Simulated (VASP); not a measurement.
# BN (Qingsongite) (F-43m) in VASP: further runs, part 3 of 3

VASP 6.6.1. The steps go on from the part before.

### 5 Single point, PBE

This run uses another cell than the first one, of 5.88 Å³/atom, 0.982 times its volume.

Contents of INCAR:

```
ALGO = Normal
EDIFF = 1E-6
ENCUT = 600
GGA = PE
GGA_COMPAT = False
ISIF = 2
ISMEAR = 1
LASPH = True
LCHARG = True
LELF = True
LREAL = False
LVHAR = True
LWAVE = False
NBANDS = 11
NELM = 120
PREC = Accurate
SIGMA = 0.05
```

Contents of KPOINTS:

```
k-points
0
Gamma
  10 10 10
```

Contents of POSCAR:

```
BN
1.0
    0.0000000000      1.8045074004      1.8045074004
    1.8045074004      0.0000000000      1.8045074004
    1.8045074004      1.8045074004      0.0000000000
B N
1 1
Direct
    0.0000000000      0.0000000000      0.0000000000
    0.2500000000      0.2500000000      0.2500000000
```

Potentials or basis: VASP PAW PBE potentials, release 64 (B, N).

The run is started by

```bash
> cat potpaw_PBE.64/B/POTCAR potpaw_PBE.64/N/POTCAR > POTCAR
> mpirun -np 1 vasp_std > vasp.out
```

OUTCAR:

```text
EDIFF = 1E-6
   ENCUT = 600
   GGA = PE
   ISIF = 2
   ISMEAR = 1
   LASPH = True
   LREAL = False
   NELM = 120
   PREC = Accurate

 ion  position               nearest neighbor table
   1  0.000  0.000  0.000-   2 1.56   2 1.56   2 1.56   2 1.56
   2  0.250  0.250  0.250-   1 1.56   1 1.56   1 1.56   1 1.56

  LATTYP: Found a face centered cubic cell.
 ALAT       =     3.6090148008

  Lattice vectors:

 A1 = (   0.0000000000,   1.8045074004,   1.8045074004)
 A2 = (   1.8045074004,   0.0000000000,   1.8045074004)
 A3 = (   1.8045074004,   1.8045074004,   0.0000000000)

Analysis of symmetry for initial positions (statically):
=====================================================================
 Subroutine PRICEL returns:
 Original cell was already a primitive cell.

 Routine SETGRP: Setting up the symmetry group for a
 face centered cubic supercell.

 Subroutine GETGRP returns: Found 24 space group operations
 (whereof 24 operations were pure point group operations)
 out of a pool of 48 trial point group operations.

The static configuration has the point symmetry T_d .

Analysis of symmetry for dynamics (positions and initial velocities):
=====================================================================
 Subroutine PRICEL returns:
 Original cell was already a primitive cell.

 Routine SETGRP: Setting up the symmetry group for a
 face centered cubic supercell.

 Subroutine GETGRP returns: Found 24 space group operations
 (whereof 24 operations were pure point group operations)
 out of a pool of 48 trial point group operations.

The dynamic configuration has the point symmetry T_d .

 Subroutine INISYM returns: Found 24 space group operations
 (whereof 24 operations are pure point group operations),
 and found     1 'primitive' translations

----------------------------------------------------------------------------------------

                                     Primitive cell

[... 112 lines left out ...]
  Fermi-wavevector in a.u.,A,eV,Ry     =   1.440134  2.721458 28.218282  2.073985
  Thomas-Fermi vector in A             =   2.558912
   LORBIT       =      0    0 simple, 1 ext, 2 COOP (PROOUT), +10 PAW based schemes
   GGA     = PE    functional components
   LHFCALC =     F    Hartree Fock is set to
   AEXX    =    0.0000 exact exchange contribution
   IVDW    =     0    specifies the selected vdW correction
   LEPSILON=     F    determine dielectric tensor
   LRPA    =     F    only Hartree local field effects (RPA)
 non-spin polarized calculation
 Methfessel and Paxton  Order N= 1 SIGMA  =   0.05
  energy-cutoff  :      600.00
  volume of cell :       11.75
 maximum number of plane-waves:       400
   NGX = 11   NGY = 11   NGZ = 11

 number of electron       7.9999999 magnetization

 Free energy of the ion-electron system (eV)
  ---------------------------------------------------
  ext. energy  EPLUGINS =         0.00000000
  ---------------------------------------------------
  free energy    TOTEN  =       -17.45175164 eV

  energy without entropy =      -17.45176033  energy(sigma->0) =      -17.45175453

 E-fermi :   7.5062     XC(G=0): -12.8468

 val. band max:        7.4641494887   @ k =   0.0000   0.0000   0.0000
 cond. band min:      11.9285937015   @ k =   0.5000   0.5000   0.0000
 fundamental gap:      4.4644442129
 Fermi energy:         7.5062431312

 k-point     1 :       0.0000    0.0000    0.0000
  band No.  band energies     occupation
      1     -12.8234      2.00000
      2       7.4641      2.00000
      3       7.4641      2.00000
      4       7.4641      2.00000
      5      16.3076      0.00000
      6      16.3076      0.00000
      7      16.3076      0.00000
      8      17.8950      0.00000
      9      32.3099      0.00000
     10      35.2916      0.00000
     11      35.2916      0.00000
[... 309 lines left out ...]
 k-point    24 :       0.4000    0.3000    0.0000
  band No.  band energies     occupation
      1      -9.0324      2.00000
      2       0.6677      2.00000
      3       2.9308      2.00000
      4       3.3707      2.00000
      5      13.5774      0.00000
      6      18.1342      0.00000
      7      23.0071      0.00000
      8      23.1001      0.00000
      9      27.2467      0.00000
     10      34.6527      0.00000
     11      39.3363      0.00000

 [... further k-points ...]
[... 5 lines left out ...]
  --------------------------------------------------------------------------------------
  -------------------------------------------------------------------------------------
  Total        0.3632409      0.3632409      0.3632409      0.0000000      0.0000000      0.0000000
  in kB       49.5221325     49.5221325     49.5221325      0.0000000      0.0000000      0.0000000
  external PRESSURE =      49.5221325 kB  Pullay stress =       0.0000000 kB

 VOLUME and BASIS-vectors are now :
 -----------------------------------------------------------------------------
  energy-cutoff  :      600.00
  volume of cell :       11.75
      direct lattice vectors                 reciprocal lattice vectors
     0.000000000  1.804507400  1.804507400    -0.277083929  0.277083929  0.277083929
     1.804507400  0.000000000  1.804507400     0.277083929 -0.277083929  0.277083929
     1.804507400  1.804507400  0.000000000     0.277083929  0.277083929 -0.277083929

 POSITION                                       TOTAL-FORCE (eV/Angst)
 -----------------------------------------------------------------------------------
      0.00000      0.00000      0.00000        -0.000000     -0.000000     -0.000000
      0.90225      0.90225      0.90225         0.000000      0.000000      0.000000
 -----------------------------------------------------------------------------------
    total drift:                                0.000000      0.000000      0.000000

  FREE ENERGIE OF THE ION-ELECTRON SYSTEM (eV)
  ---------------------------------------------------
  free  energy   TOTEN  =       -17.4517516357 eV

  energy  without entropy=      -17.4517603325  energy(sigma->0) =      -17.45175453
```

OSZICAR:

```text
N       E                     dE             d eps       ncg     rms          rms(c)
DAV:   1     0.163251279679E+02    0.16325E+02   -0.54400E+03  1042   0.810E+02
DAV:   2    -0.177021711539E+02   -0.34027E+02   -0.32944E+02  1223   0.193E+02
DAV:   3    -0.184242978117E+02   -0.72213E+00   -0.72109E+00  1226   0.233E+01
DAV:   4    -0.184252872499E+02   -0.98944E-03   -0.98939E-03  1127   0.962E-01
DAV:   5    -0.184252882095E+02   -0.95953E-06   -0.95940E-06  1178   0.299E-02    0.671E+00
DAV:   6    -0.175392917351E+02    0.88600E+00   -0.29333E+00  1155   0.105E+01    0.326E+00
DAV:   7    -0.174659078709E+02    0.73384E-01   -0.10531E-01  1154   0.270E+00    0.191E+00
DAV:   8    -0.174514703346E+02    0.14438E-01   -0.36164E-02  1147   0.140E+00    0.195E-01
DAV:   9    -0.174516589967E+02   -0.18866E-03   -0.92916E-04  1109   0.264E-01    0.840E-02
DAV:  10    -0.174517464698E+02   -0.87473E-04   -0.12313E-04  1099   0.101E-01    0.154E-02
DAV:  11    -0.174517515644E+02   -0.50946E-05   -0.85658E-06  1229   0.247E-02    0.104E-02
DAV:  12    -0.174517516357E+02   -0.71264E-07   -0.14291E-06   622   0.888E-03
   1 F= -.17451752E+02 E0= -.17451755E+02  d E =0.869686E-05
```

stdout:

```text
POSCAR found type information on POSCAR B N
 POSCAR found :  2 types and       2 ions
 scaLAPACK will be used
 LDA part: xc-table for (Slater+PW92), standard interpolation
 POSCAR, INCAR and KPOINTS ok, starting setup
 FFT: planning ... GRIDC
 FFT: planning ... GRID_SOFT
 FFT: planning ... GRID
 WAVECAR not read
 entering main loop
```

Wall time 5 s (1 thread of Intel Xeon 6975P-C (Granite Rapids), shared host); peak memory 0.11 GiB.

What came out:

```
Free energy            : -17.4518 eV
Pressure               : 5.0 GPa
Band gap on the k mesh : 4.46 eV, indirect (least direct gap 8.84 eV)
```

### 6 The runs side by side

| cell | gap on the mesh (eV) | pressure (GPa) |
| --- | --- | --- |
| a = 2.568 Å, angles 60.0°, 2 atoms | 4.45 | -2.0 |
| a = 2.563 Å, angles 60.0°, 2 atoms | 4.45 | 0.0 |
| a = 2.558 Å, angles 60.0°, 2 atoms | 4.46 | 2.0 |
| a = 2.552 Å, angles 60.0°, 2 atoms | 4.46 | 5.0 |

Alike in all rows: task single point; level PBE; potentials or basis VASP PAW PBE potentials, release 64 (B, N); no spin polarisation; k mesh 10 × 10 × 10; cutoff (eV) 600; smearing methfessel-paxton 0.05 eV.

Absolute energies hang on the potentials; compare differences alone.

### 7 Against experiment

Step 2. Measured gap of BN: 6.4 eV (indirect; 300 K; a printed reference work, monograph). This calculation gives 4.45 eV (-1.96 eV). The value is that of PBE on a finite k mesh, which can miss the band edges, without temperature or zero-point motion. Semilocal functionals fall short of measured gaps as a rule.

Step 3. Measured gap of BN: 6.4 eV (indirect; 300 K; a printed reference work, monograph). This calculation gives 4.45 eV (-1.95 eV). The value is that of PBE on a finite k mesh, which can miss the band edges, without temperature or zero-point motion. Semilocal functionals fall short of measured gaps as a rule.

Step 4. A measured gap of BN is 6.4 eV (indirect; 300 K; a printed reference work, monograph); the calculated 4.46 eV misses it by -1.94 eV. The value is that of PBE on a finite k mesh, which can miss the band edges, without temperature or zero-point motion. Semilocal functionals fall short of measured gaps as a rule.
